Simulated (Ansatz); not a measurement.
La in Ansatz: the effect of target pressure

The system is La.

```xyz
1
Lattice="-2.1238 2.1238 2.1238 2.1238 -2.1238 2.1238 2.1238 2.1238 -2.1238" Properties=species:S:1:pos:R:3 pbc="T T T"
La    0.0000    0.0000    0.0000
```

This isn't the form of La at room conditions, which is double hcp.

Alike in all runs:

- Program: Ansatz 0.2.0
- Task: relaxation of cell and atoms
- Functional: PBEsol
- Potentials or basis: Ansatz PAW
- Cutoff: 420 eV (not typed: the program's choice for these potentials)
- k mesh: 9 × 9 × 9
- Occupations: fermi-dirac, width 0.05 eV
- Spin: no spin polarisation

Each run relaxes the cell or the atoms first.

```tsv
target pressure	relaxed volume (Å³/atom)
0 GPa	34.49
2 GPa	32.40
5 GPa	?
10 GPa	26.78
20 GPa	23.47
30 GPa	21.26
```

Question: What does the run with target pressure 5 GPa give?

Answer: Relaxed volume 29.67 Å³/atom.

Worked out: In Murnaghan's law V^(-B') rises as a straight line in P. The other rows fit best with B' = 3.2, V0 = 34.59 Å³/atom and B0 = 26 GPa, which gives 29.74 Å³/atom at 5 GPa, against the run's 29.67.

Caveats: the plane-wave basis is chosen anew once the cell has moved, so the energies of steps on either side of that aren't comparable; the PAW data sets come from PBE, with cores solved anew for the run's functional, which leaves a small shift of forces and pressure; the volume moved by over 15 % at a fixed basis, so the end points are rough (some runs).
